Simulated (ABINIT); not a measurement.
# Ta (P-1) in ABINIT: convergence with nband

Aim: find how far nband must go before the results for Ta settle, at PBE. This setting moves, with any that are tied to it; all else stays.

All numbers are computed with ABINIT 10.8.3 (patched build); they aren't measurements. Logs are shortened: lines on timing, memory, paths and dates and some standing lists are left out, and cuts for length are marked. The log counts tension as positive stress, the text compression.

## 1. The cell of the first run

The typed cell holds 1 atom: a = 2.832 Å, b = 2.888 Å, c = 2.801 Å, α = 108.59°, β = 108.71°, γ = 109.34°.

The cell isn't the ideal one: cell strained at random at fixed volume.

## 2. With nband 8

The input, run.abi:

```
# Pseudopotentials
pp_dirpath "./"
pseudos "Ta.upf"

# Structure
acell 3*1.0 Angstrom
rprim
    -1.6207340000     1.6546480000     1.6292400000
     1.6978010000    -1.6261700000     1.6778290000
     1.6224360000     1.6278720000    -1.6007620000
ntypat 1
znucl 73
natom 1
typat 1
xred
     0.0019110000    -0.0235750000    -0.0041030000
chkprim 0
chksymtnons 0
tolsym 1.0e-6

# Plane-wave basis
ecut 789.130201 eV

# k points
kptopt 1
ngkpt 9 9 9
nshiftk 1
shiftk 0.0 0.0 0.0

# Exchange and correlation
ixc 11

# Bands and occupations
nband 8
occopt 3
tsmear 0.05 eV

# SCF cycle
nstep 100
tolvrs 1.0e-10

# Output
iomode 3
prtwf 0
prtden 0
prteig 0
prtebands 0
enunit 2
```

Potentials or basis: PseudoDojo NC SR PBE v0.4.1 standard.

The run is started by

```console
$ abinit run.abi > log 2>&1
```

run.abo:

```text
.Version 10.8.3 of ABINIT
 Symmetries : space group P-1 (#  2); Bravais aP (primitive triclinic)
================================================================================
 Values of the parameters that define the memory need of the present run
     intxc =       0    ionmov =       0      iscf =       7    lmnmax =       8
     lnmax =       8     mgfft =      30  mpssoang =       4    mqgrid =    3001
     natom =       1  nloc_mem =       1    nspden =       1   nspinor =       1
    nsppol =       1      nsym =       2    n1xccc =    2501    ntypat =       1
    occopt =       3   xclevel =       2
       mpw =         928          nfft =       21870          nkpt =         365
================================================================================
================================================================================

--------------------------------------------------------------------------------
------------- Echo of variables that govern the present computation ------------
--------------------------------------------------------------------------------
 -outvars: echo values of preprocessed input variables --------
            acell      1.8897261259E+00  1.8897261259E+00  1.8897261259E+00 Bohr
              amu      1.80947900E+02
          chkprim           0
      chksymtnons           0
             ecut      2.90000000E+01 Hartree
           enunit           2
                       outvar_i_n : Printing only first  50 k-points.
              ixc          11
                       outvar_i_n : Printing only first  50 k-points.
         kptrlatt        9    0    0      0    9    0      0    0    9
          kptrlen      4.76353850E+01
            natom           1
            nband           8
            ngfft          27      30      27
             nkpt         365
            nstep         100
[... 134 lines left out ...]
 length scales=  1.889726125908  1.889726125908  1.889726125908 bohr
              =  1.000000000000  1.000000000000  1.000000000000 angstroms
 Fermi (or HOMO) energy (hartree) =   0.50153   Average Vxc (hartree)=  -0.48125
 Eigenvalues (hartree) for nkpt= 365  k points:
 kpt#   1, nband=  8, wtk=  0.00137, kpt=  0.0000  0.0000  0.0000 (reduced coord)
  -1.96746   -0.71734   -0.71475   -0.71200    0.20917    0.51296    0.52208    0.54312
      occupation numbers for kpt#   1
   2.00000    2.00000    2.00000    2.00000    2.00000    0.00396    0.00003    0.00000
 prteigrs : prtvol=0 or 1, do not print more k-points.

 Fermi (or HOMO) energy (eV) =  13.64738   Average Vxc (eV)= -13.09537
 Eigenvalues (   eV  ) for nkpt= 365  k points:
 kpt#   1, nband=  8, wtk=  0.00137, kpt=  0.0000  0.0000  0.0000 (reduced coord)
 -53.53739  -19.51973  -19.44944  -19.37452    5.69189   13.95849   14.20648   14.77898
 prteigrs : prtvol=0 or 1, do not print more k-points.

--- !EnergyTerms
iteration_state     : {dtset: 1, }
comment             : Components of total free energy in Hartree
kinetic             :  1.71664770224733E+01
hartree             :  7.33924981987930E+00
xc                  : -1.48106187256112E+01
Ewald energy        : -4.92611936158979E+01
psp_core            :  2.31956681725986E+00
local_psp           : -3.25039052162072E+01
non_local_psp       :  4.64790858780705E+00
internal            : -6.51025153102967E+01
'-kT*entropy'       : -4.81941050503733E-04
total_energy        : -6.51029972513472E+01
total_energy_eV     : -1.77154280397745E+03
band_energy         : -6.21541901108180E+00
...

 Cartesian components of stress tensor (hartree/bohr^3)
  sigma(1 1)= -9.85451359E-05  sigma(3 2)=  1.81218963E-05
  sigma(2 2)= -1.27449003E-04  sigma(3 1)=  6.41529638E-05
  sigma(3 3)= -1.15290490E-04  sigma(2 1)=  4.41850186E-06

-Cartesian components of stress tensor (GPa)         [Pressure=  3.3470E+00 GPa]
- sigma(1 1)= -2.89929800E+00  sigma(3 2)=  5.33164596E-01
- sigma(2 2)= -3.74967913E+00  sigma(3 1)=  1.88744536E+00
- sigma(3 3)= -3.39196332E+00  sigma(2 1)=  1.29996813E-01

== END DATASET(S) ==============================================================
================================================================================

 -outvars: echo values of variables after computation  --------
            acell      1.8897261259E+00  1.8897261259E+00  1.8897261259E+00 Bohr
           etotal     -6.5102997251E+01
            fcart     -0.0000000000E+00 -0.0000000000E+00 -0.0000000000E+00
            rprim     -1.6207340000E+00  1.6546480000E+00  1.6292400000E+00
                       1.6978010000E+00 -1.6261700000E+00  1.6778290000E+00
                       1.6224360000E+00  1.6278720000E+00 -1.6007620000E+00
           strten     -9.8545135936E-05 -1.2744900303E-04 -1.1529048998E-04
                       1.8121896289E-05  6.4152963791E-05  4.4185018562E-06
           xangst     -4.9779736157E-02  3.4819831262E-02 -2.9873414549E-02
             xred      1.9110000000E-03 -2.3575000000E-02 -4.1030000000E-03
 Calculation completed.
```

It took 1.7 min on 1 thread of Arm Neoverse N1, shared host; peak memory 0.1 GiB.

What came out:

```yaml
Free_energy: -1771.5428 eV
Pressure: 3.3 GPa
Band_gap_on_the_k_mesh: none (metal or under the smearing width)
Valence_electrons_inside_the_program's_atomic_spheres: Ta 9.27 (radii [1.0584] Å)
```

## 3. With nband 9

run.abi, as its differences from that of step 2:

```diff
@@ -33,3 +33,3 @@
 # Bands and occupations
-nband 8
+nband 9
 occopt 3
```

Potentials or basis: PseudoDojo NC SR PBE v0.4.1 standard.

The run is started by

```console
$ abinit run.abi > log 2>&1
```

Run time: 1.9 min. Hardware: 1 thread of Arm Neoverse N1, shared host; peak memory 0.1 GiB.

It converged, with:

```yaml
Free_energy: -1771.5428 eV
Pressure: 3.3 GPa
Band_gap_on_the_k_mesh: none (metal or under the smearing width)
Valence_electrons_inside_the_program's_atomic_spheres: Ta 9.27 (radii [1.0584] Å)
```

## 4. With nband 10

run.abi, as its differences from that of step 3:

```diff
@@ -33,3 +33,3 @@
 # Bands and occupations
-nband 9
+nband 10
 occopt 3
```

The run is started by

```console
$ abinit run.abi > log 2>&1
```

It took 2.1 min on 1 thread of Arm Neoverse N1, shared host; peak memory 0.11 GiB.

It converged, with:

- Free energy: -1771.5428 eV
- Pressure: 3.3 GPa
- Band gap on the k mesh: none (metal or under the smearing width)
- Valence electrons inside the program's atomic spheres: Ta 9.27 (radii [1.0584] Å)

## 5. With nband 11

run.abi, as its differences from that of step 4:

```diff
@@ -33,3 +33,3 @@
 # Bands and occupations
-nband 10
+nband 11
 occopt 3
```

The run is started by

```console
$ abinit run.abi > log 2>&1
```

It took 2.3 min on 1 thread of Arm Neoverse N1, shared host; peak memory 0.11 GiB.

The run converged. Its results:

| Item | Value |
| --- | --- |
| Free energy | -1771.5428 eV |
| Pressure | 3.3 GPa |
| Band gap on the k mesh | none (metal or under the smearing width) |
| Valence electrons inside the program's atomic spheres | Ta 9.27 (radii [1.0584] Å) |

## 6. With nband 12

run.abi, as its differences from that of step 5:

```diff
@@ -33,3 +33,3 @@
 # Bands and occupations
-nband 11
+nband 12
 occopt 3
```

Potentials or basis: PseudoDojo NC SR PBE v0.4.1 standard.

The run is started by

```console
$ abinit run.abi > log 2>&1
```

Wall time 2.5 min (1 thread of Arm Neoverse N1, shared host); peak memory 0.12 GiB.

Results (log left out):

```yaml
Free_energy: -1771.5428 eV
Pressure: 3.3 GPa
Band_gap_on_the_k_mesh: none (metal or under the smearing width)
Valence_electrons_inside_the_program's_atomic_spheres: Ta 9.27 (radii [1.0584] Å)
```

## 7. With nband 15

run.abi, as its differences from that of step 6:

```diff
@@ -33,3 +33,3 @@
 # Bands and occupations
-nband 12
+nband 15
 occopt 3
```

The run is started by

```console
$ abinit run.abi > log 2>&1
```

It took 3.2 min on 1 thread of Arm Neoverse N1, shared host; peak memory 0.13 GiB.

It converged, with:

| Item | Value |
| --- | --- |
| Free energy | -1771.5428 eV |
| Pressure | 3.3 GPa |
| Band gap on the k mesh | none (metal or under the smearing width) |
| Valence electrons inside the program's atomic spheres | Ta 9.27 (radii [1.0584] Å) |

## 8. With nband 21

run.abi, as its differences from that of step 7:

```diff
@@ -33,3 +33,3 @@
 # Bands and occupations
-nband 15
+nband 21
 occopt 3
```

The run is started by

```console
$ abinit run.abi > log 2>&1
```

Wall time 4.6 min (1 thread of Arm Neoverse N1, shared host); peak memory 0.16 GiB.

Results (log left out):

```yaml
Free_energy: -1771.5428 eV
Pressure: 3.3 GPa
Band_gap_on_the_k_mesh: none (metal or under the smearing width)
Valence_electrons_inside_the_program's_atomic_spheres: Ta 9.27 (radii [1.0584] Å)
```

## 9. Summary

```csv
nband,"energy less the tightest run, at zero smearing (meV/atom)",SCF cycles,CPU time (s),peak memory (GiB)
8,0.00,8,100,0.1
9,0.00,8,120,0.1
10,0.00,8,130,0.11
11,0.00,8,140,0.11
12,0.00,8,150,0.12
15,0.00,8,190,0.13
21,0.00,8,280,0.16
```

Against the tightest run, the energy stays within 1 meV/atom from 8 on. The tightest run that finished is the yardstick and may itself not be fully converged.
